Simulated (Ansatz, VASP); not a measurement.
# PC53 (P_C) in two plane-wave programs

Wanted: the spread between two codes on one cell, functional and k mesh. The cell is taken from a series of runs on this material, whose earlier steps may have relaxed, scaled, displaced or heated it; both programs get it as it stands.

Method: plane waves, with VASP 6.6.1 beside it; single point at PBE0 form with 17 % exact exchange with an exact-exchange share of 0.17, in Ansatz 0.2.0.

In doubt: a hybrid run on one k-point, which bears on gaps, levels and energies.

## 1. Set-up

The cell holds 54 atoms: 53 C and 1 P. Cell: a = 7.576 Å, b = 7.576 Å, c = 7.576 Å, α = 60.0°, β = 60.0°, γ = 60.0°. It derives from C (C (Fd-3m)). Nearest the centre at fractional (0.417, 0.417, 0.417): P54 at 0.01 Å, C28 at 1.68 Å, C32 at 1.68 Å, C44 at 1.69 Å, C27 at 1.69 Å, C29 at 2.55 Å, C33 at 2.55 Å, C12 at 2.55 Å. The cell carries charge +1.

As a file:

```cif
data_structure
_symmetry_space_group_name_H-M 'P 1'
_symmetry_Int_Tables_number 1
_cell_length_a 7.5764
_cell_length_b 7.5764
_cell_length_c 7.5764
_cell_angle_alpha 60.000
_cell_angle_beta 60.000
_cell_angle_gamma 60.000
_cell_volume 307.52
loop_
_atom_site_label
_atom_site_type_symbol
_atom_site_fract_x
_atom_site_fract_y
_atom_site_fract_z
_atom_site_occupancy
C1 C 0.00047 0.99933 0.99904 1
C2 C 0.08365 0.08251 0.08223 1
C3 C 0.00016 0.99901 0.33286 1
C4 C 0.08365 0.08251 0.41650 1
C5 C 0.00047 0.99933 0.66604 1
C6 C 0.08352 0.08238 0.74950 1
C7 C 0.00016 0.33315 0.99872 1
C8 C 0.08365 0.41679 0.08223 1
C9 C 0.00015 0.33315 0.33286 1
C10 C 0.07993 0.41590 0.41561 1
C11 C 0.00004 0.33188 0.66649 1
C12 C 0.07993 0.41589 0.75346 1
C13 C 0.00047 0.66633 0.99905 1
C14 C 0.08352 0.74978 0.08209 1
C15 C 0.00004 0.66677 0.33159 1
C16 C 0.07993 0.75375 0.41561 1
C17 C 0.00004 0.66677 0.66648 1
C18 C 0.08352 0.74978 0.74950 1
C19 C 0.33429 0.99901 0.99873 1
C20 C 0.41793 0.08251 0.08222 1
C21 C 0.33429 0.99901 0.33286 1
C22 C 0.41704 0.07878 0.41561 1
C23 C 0.33302 0.99890 0.66649 1
C24 C 0.41704 0.07877 0.75347 1
C25 C 0.33429 0.33315 0.99872 1
C26 C 0.41704 0.41590 0.07849 1
C27 C 0.32640 0.32525 0.32497 1
C28 C 0.32640 0.32525 0.68827 1
C29 C 0.41704 0.41590 0.75346 1
C30 C 0.33302 0.66677 0.99861 1
C31 C 0.41704 0.75375 0.07850 1
C32 C 0.32640 0.68855 0.32497 1
C33 C 0.41704 0.75375 0.41561 1
C34 C 0.33302 0.66677 0.66649 1
C35 C 0.41709 0.74946 0.74917 1
C36 C 0.66747 0.99933 0.99904 1
C37 C 0.75093 0.08238 0.08209 1
C38 C 0.66792 0.99890 0.33159 1
C39 C 0.75490 0.07877 0.41561 1
C40 C 0.66792 0.99890 0.66649 1
C41 C 0.75093 0.08238 0.74950 1
C42 C 0.66792 0.33188 0.99861 1
C43 C 0.75489 0.41590 0.07849 1
C44 C 0.68970 0.32525 0.32497 1
C45 C 0.75489 0.41590 0.41561 1
C46 C 0.66791 0.33188 0.66649 1
C47 C 0.75060 0.41595 0.74917 1
C48 C 0.66792 0.66677 0.99861 1
C49 C 0.75093 0.74979 0.08209 1
C50 C 0.66792 0.66677 0.33159 1
C51 C 0.75060 0.74946 0.41566 1
C52 C 0.66722 0.66608 0.66579 1
C53 C 0.75061 0.74946 0.74917 1
P54 P 0.41723 0.41607 0.41580 1
```

## 2. Ansatz: single point, PBE0 form with 17 % exact exchange with an exact-exchange share of 0.17

Ansatz runs on its default PAW (the set named soft_2) files.

A single point gives forces, pressure and levels at one fixed geometry, so differences don't come from the geometry; what else differs is listed under the comparison.

Input file input.yaml:

```yaml
crystal:
  checkpoint: "../qp1.relax.run"
  host: checkpoint
total_charge: 1
basis:
  ecutwfc: 420
  xc_grid: 2
hamiltonian:
  xc: { preset: pbe0, exx: 0.17 }
kpoints:
  mp_grid: { grid: [1, 1, 1] }
scf:
  occupations: { method: fixed }
  max_iter: 60
output:
  forces: true
  charged_corrections:
    epsilon: 5.87
    static_epsilon: 5.87
    defect_position: [0.416667, 0.416667, 0.416667]
  eigenvalues: true
  eigenstates: { localisation: true }
  populations: true
checkpoint:
  read: "../qp1.relax.run"
  write: "../qp1.hyb.run"
  compress: false
  write_wavefunctions: false
  write_every: 100000
```

Started as:

```sh
ansatz run input.yaml --threads 4 --pin off --max-ram 9420MiB --backend cpu --events-out ev --progress --plain --runs-dir out
```

Numbers of over 12 decimals in the logs are rounded to 6 here.

The log of the run:

```text
Warning: the structure is left as typed, atoms and lattice, because the structure lies near a more symmetric one, of 24 operations (crystal.symmetry.tolerance = 1.0e-5, fractional), and moving it onto that would take the farthest atom 1.08 tolerances from where it was typed and change squared lengths in the lattice by 0.00 tolerances, while neither is ever moved by the tolerance or more. A smaller group is found at the tolerance itself, but the structure as moved onto that would lie within a tolerance of the larger one: written back into a deck it would be moved again, so that move is not made either. [rest of the remark cut]
Warning: checkpoint.read: hamiltonian.xc differs: saved pbe, current {"exchange":"pbe","correlation":"pbe","exx":{"coeff":0.17,"omega":null}}; the SCF iterates under this deck's functional from the saved state
crystal.checkpoint: the structure is that of <dir>, a `relax` run, at its step 6: its result, under pbe at a charge of 1 e; 54 atoms read, 0 with a starting moment; this deck's functional is {"exchange":"pbe","correlation":"pbe","exx":{"coeff":0.17,"omega":null}}; crystal.structure_sha256 for this input is
Engine: ansatz 0.2.0, aarch64-unknown-linux-gnu
Pseudopotentials: kind: paw
Pseudopotential: C, paw, valence charge 4, recommended cutoff 420 eV (normal), C.paw.azcp
Pseudopotential: P, paw, valence charge 5, recommended cutoff 420 eV (normal), P.paw.azcp
Functional definition: unnamed
  parameter a_1 = 0.17
  exchange = (1 - a_1)*pbe_x + a_1*exact_x
  correlation = pbe_c
davidson cushion auto → on  (no smearing: the cushion is to keep the highest requested band from converging to the state above it; pin scf.eigensolver.cushion to override)
Crystal: 54 atoms, lattice volume = 307.524 Å³
Basis set: ecut = 420 eV, 5985 PW (Γ), exchange–correlation on 108×108×108 points (8 copies of the dense FFT grid, shifted against one another)
Bands: 162, of which v1, the nominal top of the filled ones, is band 108 counted from 1 (107 counted from 0)
Symmetry: 1 space group operations
Space group: P1 (ITA 1), of the structure as read, at distance tolerance 2.1e-5 Å
k-points: 1
Non-local potential: C, projectors of the file, l = 0: 2, l = 1: 2, l = 2: 1
Non-local potential: P, projectors of the file, l = 0: 2, l = 1: 2, l = 2: 2
PAW form: soft (Blöchl's): semilocal exchange-correlation on the pseudo side does not see the compensation charge
PAW frozen core: C, regenerated for the run's functional, and the local potential with it (the file was generated under x = pbe(κ = 0.804, μ = 0.219515), c = pbe(β = 0.066725))
PAW frozen core: P, regenerated for the run's functional, and the local potential with it (the file was generated under x = pbe(κ = 0.804, μ = 0.219515), c = pbe(β = 0.066725))
PAW one-centre angular grid: C, 110 points (default); XC on 64 Gauss nodes
PAW one-centre angular grid: P, 110 points (default); XC on 64 Gauss nodes
Initial density: read from a saved state, or passed on in memory by an earlier SCF of this step, an earlier step, the calling program or the single point that the run made first
Initial wavefunctions: pseudopotential atomic-orbital guess
Functional: x = pbe(κ = 0.804, μ = 0.219515), c = pbe(β = 0.066725), warm-up for x = 0.83 pbe(κ = 0.804, μ = 0.219515) + 0.17 exact, c = pbe(β = 0.066725)
iter 1 solved again at ethr=2.59e-7 eV; its pass at ethr=1.00e-1 eV (dr2=5.59e-4 eV) is discarded
[...]
greatest PAW one-centre occupation: 0.797 electrons in one spin orbital (limit 2), on the P atom at site 27 (counted from 0), in its partial waves of l = 0
hybrid outer 1: dexx = +2.430e-2 eV, tail = 2.60e-5 eV
Exchange kernel: α = 0.1700, full range, Wigner–Seitz truncation, v(0) = 1579.4206 eV·Å³, q-mesh 1×1×1, nearest image of the exchange supercell L = 7.58 Å, pair-density grid 30×30×30, without the augmentation charges, whose exchange is taken in its separable form (sized by the pseudopotential files, 45×45×45 at the most)
Frozen-core exchange: fock
SCF iter   1: F=—  HF=-14048.497492 eV  |F-HF|=—  |Δ(HF+E_count)|=         —  Δρ=1.10e-5  dr2=2.35e-7  ethr=6.01e-8  ⟨swp⟩=5.0  Hψ=366  notcnv=0
preconditioner: auto → none  [insulator: Δε(μ)=5.031 eV  Ē_g=18.377 eV  n_scr=88 (ndim 8)  ℏωp=31.1 eV  f_vac=0.000]
SCF iter   2: F=-14048.497493 eV  HF=-14048.497493 eV  |F-HF|=2.99e-8  |Δ(HF+E_count)|=   2.40e-7  Δρ=5.21e-6  dr2=5.33e-8  ethr=1.02e-10  ⟨swp⟩=5.0  Hψ=575  notcnv=0  defer=3
SCF 3 converged in 2 iterations: F = -14048.497493 eV  dr2 = 5.33e-8
  Residual-converged pass: ⟨swp⟩=3.0  Hψ=306  notcnv=0  max |occ|·‖R‖ = 1.9e-6 eV (tolerance 2.3e-6 eV)  dr2=5.33e-8  dr2_onsite=1.31e-9  max |Δocc| = 0.0e0
hybrid outer 2: dexx = +2.889e-7 eV, tail = 1.10e-7 eV, Δε = 1.02e-3 eV (about 9.49e-5 eV left of the loop's levels), ΔF = 9.75e-4 eV/Å (tail 7.15e-4)
hybrid SCF converged: 2 outer / 8 inner (+2 warm-up), last move |dexx| = 2.89e-7 eV, tail = 1.10e-7 eV
Stability not checked: this state was not tested for a lower state beside it, because the functional holds exact exchange (a hybrid, or Hartree-Fock), whose exchange loop this test does not read (fock_operator; see scf.lower_state_search)
Free energy (F): -14048.497493 eV
Frozen-core exchange: fock
Harris-Foulkes:  -14048.497493 eV  (|F-HF|=2.99e-8)
Internal energy: -14048.497493 eV  (E = F + TS)
E sigma→0 (E₀):  -14048.497493 eV
Fermi energy:    12.926508 eV
--- Per-component energies (eV) ---
  E_band       = 741.333406
  E_kinetic    = 5019.643608
  E_local      = -3277.011358  (includes V_loc(G=0)·N_el)
  E_nonlocal   = 1419.277936
  E_hartree    = 741.246414
  E_xc         = -2237.315789
  E_vxc        = -2762.120150  (∫ρ·V_xc dr)
  E_exx        = -397.397718  (= α·E_x^exact, valence–valence)
  E_paw        = -5842.540389  (= ΣΔE_a)
  E_vpaw       = -346.157194  (= ΣTr[D̂ρ^β])
  E_aug_tail   = 0.000494  (compensation charges beyond the density's cutoff)
  E_ewald      = -9473.732143
  E_core_change = -0.668550  (= ΣΔE_core)
  E_smearing   = -0.000000  (= −TS)
  E_closure    = 0.000001  (closes the sum)
  E_deformation_potential = 21.872992  (in the stress; not in F)
  Σ components = -14048.497493   (vs F -14048.497493, Δ=-1.82e-12)
--- Forces (eV/Å), atoms counted from 1 ---
  atom   1  C     -0.00157903    -0.00120233    -0.00141216
  atom   2  C      0.00145337     0.00174547     0.00157093
  atom   3  C      0.00014420    -0.00022097    -0.00625022
  atom   4  C     -0.00176827    -0.00142118     0.00148342
  atom   5  C      0.00128233     0.00146970    -0.00148000
  atom   6  C     -0.00020743     0.00017552    -0.00110258
  atom   7  C      0.00022463    -0.00609085    -0.00026974
  atom   8  C     -0.00185447     0.00138821    -0.00138530
  atom   9  C      0.00605147     0.00002466    -0.00004131
  atom  10  C     -0.03165199    -0.00391456    -0.00366197
  atom  11  C      0.00112255    -0.00161074    -0.00164435
  atom  12  C      0.00379249     0.03153164    -0.00344236
  atom  13  C      0.00130827    -0.00141027     0.00158127
  atom  14  C     -0.00026110    -0.00119440     0.00006599
  atom  15  C      0.00120207    -0.00138832    -0.00146505
  atom  16  C      0.00352834    -0.00321291     0.03151694
  atom  17  C      0.00152104    -0.00123291    -0.00139483
  atom  18  C      0.00142359     0.00008237    -0.00000916
  atom  19  C     -0.00585966    -0.00014092     0.00015822
  atom  20  C      0.00152964    -0.00137944    -0.00159181
  atom  21  C     -0.00002768     0.00617219    -0.00013648
  atom  22  C     -0.00258142    -0.03134369    -0.00241453
  atom  23  C     -0.00169964     0.00141302    -0.00167668
  atom  24  C      0.03081835     0.00228906    -0.00240891
[...]
atom  47  C      0.00108370     0.00171179     0.00155842
  atom  48  C     -0.00188597     0.00253813    -0.00261914
  atom  49  C     -0.00155319    -0.00121317     0.00171357
  atom  50  C     -0.00033717     0.00007991     0.00115785
  atom  51  C      0.00116662     0.00133858     0.00127774
  atom  52  C     -0.00191354    -0.00245651     0.00236946
  atom  53  C     -0.00031019     0.00016246    -0.00014705
  atom  54  C      0.00256544     0.00204847     0.00206140
  max |Σ_I F_I| component: 6.13e-5 eV/Å
--- Charged-cell corrections in eV (Makov–Payne, q = +1.000 e, ε = 5.870) ---
  F (periodic)     = -14048.497493  (uncorrected; the corrections below are reported, never added to it)
  E_corr1          = +0.524844  (monopole, q²α_M/2εL)
  F Makov-Payne    = -14047.972648  (F + E_corr1; no measured alignment; for a localised charge, not one spread in a band: unchecked)
  no potential alignment in this run, which stands beside a crystal: run the host's input off ansatz write-host-input, and read the two finished runs by ansatz place-levels (neither reads a slab, a wire or a sheet, whose cell leaves a vacuum)
--- Band table (eV) ---
  k-point 0: bands = [... 104 lower, 10.6861, 12.9264, 12.9265, 12.9265, 17.9576, 17.9576, 17.9576, 18.3006, ... 50 higher]
--- Löwdin populations: 54 sites ---
  site symbol       q [e]
     0      C      3.9757
     1      C      3.9810
     2      C      3.9677
     3      C      3.9810
     4      C      3.9757
     5      C      3.9753
     6      C      3.9677
     7      C      3.9810
     8      C      3.9677
     9      C      3.9756
    10      C      3.9810
    11      C      3.9755
    12      C      3.9757
    13      C      3.9753
    14      C      3.9810
    15      C      3.9755
    16      C      3.9810
    17      C      3.9753
    18      C      3.9677
    19      C      3.9810
    20      C      3.9677
    21      C      3.9755
    22      C      3.9810
    23      C      3.9755
[...]
46      C      3.9810
    47      C      3.9693
    48      C      3.9810
    49      C      3.9753
    50      C      3.9810
    51      C      3.9693
    52      C      3.9780
    53      C      3.9693
  spilling = 0.003931 (of n_electrons = 216.000000)
```

(Continued in part 2 of 2.)

[Lines on the potential files, build, host, timing and source positions are cut from VASP's logs without a mark.]

[Logs are printed without paths, hosts, clocks, repeated set-up lines and the standing remarks that a program may print on its own settings, such as how far it seeks lower states.]

[Hosts, paths, dates, database ids (printed as entryN), source tags and the programs' standing remarks are cut or masked in the printed files.]
